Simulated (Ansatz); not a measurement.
# Molecular dynamics of WC

Input:

```yaml
accuracy: low
crystal:
  lattice:
    - [-2.950081, -5.10969, 0.0]
    - [4.425122, -2.554845, 0.0]
    - [0.0, 0.0, 5.791504]
  atoms:
    - { symbol: W, position: [0.75, 0.5, 0.0] }
    - { symbol: C, position: [0.5, 0.6666667, 0.25] }
    - { symbol: W, position: [0.75, 0.5, 0.5] }
    - { symbol: C, position: [0.5, 0.6666667, 0.75] }
    - { symbol: W, position: [0.5, 0.0, 0.0] }
    - { symbol: C, position: [0.25, 0.1666667, 0.25] }
    - { symbol: W, position: [0.5, 0.0, 0.5] }
    - { symbol: C, position: [0.25, 0.1666667, 0.75] }
    - { symbol: W, position: [0.25, 0.5, 0.0] }
    - { symbol: C, position: [0.0, 0.6666667, 0.25] }
    - { symbol: W, position: [0.25, 0.5, 0.5] }
    - { symbol: C, position: [0.0, 0.6666667, 0.75] }
    - { symbol: W, position: [0.0, 0.0, 0.0] }
    - { symbol: C, position: [0.75, 0.1666667, 0.25] }
    - { symbol: W, position: [0.0, 0.0, 0.5] }
    - { symbol: C, position: [0.75, 0.1666667, 0.75] }
basis:
  ecutwfc: 420.0
kpoints:
  mp_grid: { grid: [2, 2, 2] }
hamiltonian:
  xc: pbe
  dispersion: d3bj
  pseudopotentials: { kind: paw, azcp: { folder: soft_1 } }
scf:
  occupations: { method: fermi_dirac, width: 0.17 }
  lower_state_search: "off"
md:
  timestep: 1
  n_steps: 140
  ensemble: nvt_langevin
  temperature: 2000.0
  initial_velocities: maxwell_boltzmann
  seed: 507134
  friction: 0.02
```

Command:

```bash
$ ansatz run input.yaml --threads 1 --pin off --max-ram 3072MiB --backend cpu --events-out ev --progress --plain --runs-dir out
```

It starts from a structure without forces on its atoms.

Output, in part (step lines):

```
md step     0: t =     0.00 fs  T =  1875.0 K  F+E_penalty+E_count = -85103.45043948 eV  E_kin = 3.877800 eV  (9 SCF iters)
[... lines left out ...]
```

The steps, from the saved trajectory:

| time (fs) | T (K) | potential energy less start (eV) |
| --- | --- | --- |
| 0 | 1875 | 0.000 |
| 4 | 1831 | 0.316 |
| 8 | 1320 | 1.152 |
| 12 | 1198 | 2.107 |
| 16 | 895 | 2.612 |
| 20 | 1063 | 2.392 |
| 24 | 1231 | 1.944 |
| 28 | 1726 | 1.846 |
| 32 | 2085 | 2.186 |
| 36 | 1757 | 2.901 |
| 40 | 1385 | 3.614 |
| 44 | 1177 | 3.927 |
| 48 | 1183 | 3.873 |
| 52 | 1558 | 3.633 |
| 56 | 1513 | 3.870 |
| 60 | 1806 | 4.249 |
| 64 | 1554 | 4.387 |
| 68 | 1270 | 4.202 |
| 72 | 1475 | 3.831 |
| 76 | 1585 | 3.435 |
| 80 | 1537 | 3.256 |
| 84 | 1555 | 3.116 |
| 88 | 1584 | 3.073 |
| 92 | 1445 | 2.967 |
| 96 | 1537 | 2.710 |
| 100 | 1684 | 2.507 |
| 104 | 1678 | 2.677 |
| 108 | 1840 | 3.019 |
| 112 | 1699 | 3.148 |
| 116 | 2074 | 2.931 |
| 120 | 1938 | 2.889 |
| 124 | 1925 | 3.065 |
| 128 | 1716 | 3.080 |
| 132 | 1854 | 3.004 |
| 136 | 1515 | 3.082 |
| 140 | 1843 | 3.284 |

The run went to its last step. The mean temperature of the second half is 15 % below the set value. A run of 0.14 ps of so small a system gives no equilibrium averages. Limits of this set-up: coarse k mesh, low accuracy level.

Mean squared displacements from the first frame to the last, about the centre of mass: W 0.01 Å², C 0.04 Å².

Last frame:

```xyz
16
Lattice="-2.9501 -5.1097 0.0000 4.4251 -2.5548 0.0000 0.0000 0.0000 5.7915" Properties=species:S:1:pos:R:3
W 0.216 -5.089 -0.121
C 1.545 -4.310 1.456
W 0.016 -4.963 2.920
C 1.739 -4.006 4.271
W -1.306 -2.456 -0.223
C 0.132 -1.679 1.345
W -1.332 -2.479 2.864
C 0.147 -1.729 4.506
W 1.648 -2.520 -0.081
C 3.055 -1.748 1.330
W 1.677 -2.397 2.729
C 3.148 -1.907 4.267
W 0.138 -0.010 -0.010
C -1.305 -4.211 1.528
W 0.176 -0.014 2.795
C -1.420 -4.216 4.396
```

Time of the run: 14 min on 1 thread of Intel(R) Xeon(R) Platinum 8259CL CPU @ 2.50GHz (Skylake/Cascade Lake) (shared host), peak memory 0.6 GiB.
